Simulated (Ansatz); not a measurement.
## ScAl$_{2}$: pressure against volume

ScAl$_{2}$, Fd-3m, a = 7.527 Å. The structure is a Materials Project entry; whether it is the stable form wasn't checked. Ansatz: PBEsol, PAW, 420 eV, Γ-centred 8×8×8 mesh on 6 atoms, Gaussian smearing 0.10 eV; no spin polarisation. Symmetry fixes shape and atoms, so the cell is only scaled; pressure is positive in compression.

| V (Å³/atom) | P (GPa) |
| --- | --- |
| 15.635 | ? |
| 16.168 | 10.50 |
| 16.701 | 6.45 |
| 17.234 | 2.98 |
| 17.767 | -0.01 |
| 18.300 | -2.58 |
| 18.833 | -4.78 |
| 19.544 | -7.24 |

Q: Take V0 = 17.767 Å³/atom, count pressures from its P0 = -0.01 GPa, fit the third-order Birch–Murnaghan form to the other rows, and predict the missing pressure.

A: With the Eulerian strain f = ½[(V0/V)^(2/3) − 1] and y = (P − P0)/[3f(1 + 2f)^(5/2)], the form is the line y = B0 + 1.5 B0 (B0′ − 4) f. Rows (f, y): 0.03245, 92.3; 0.02106, 92.2; 0.01026, 92.3; -0.00976, 92.2; -0.01905, 92.0; -0.03079, 91.8. Means f = 0.0006950, y = 92.133; Σ(Δf)² = 0.003005, ΣΔfΔy = 0.02067; the slope is their ratio. y = 92.13 + 6.880 f GPa, so B0 = 92.1 GPa and B0′ = 4 + 2 × (6.880)/(3 × 92.13) = 4.05. At V = 15.635, f = 0.04448, y = 92.44 and P = 15.25 GPa. The run gave 15.21 GPa, so the fit is 0.04 GPa too high, a small miss on the scale of the series.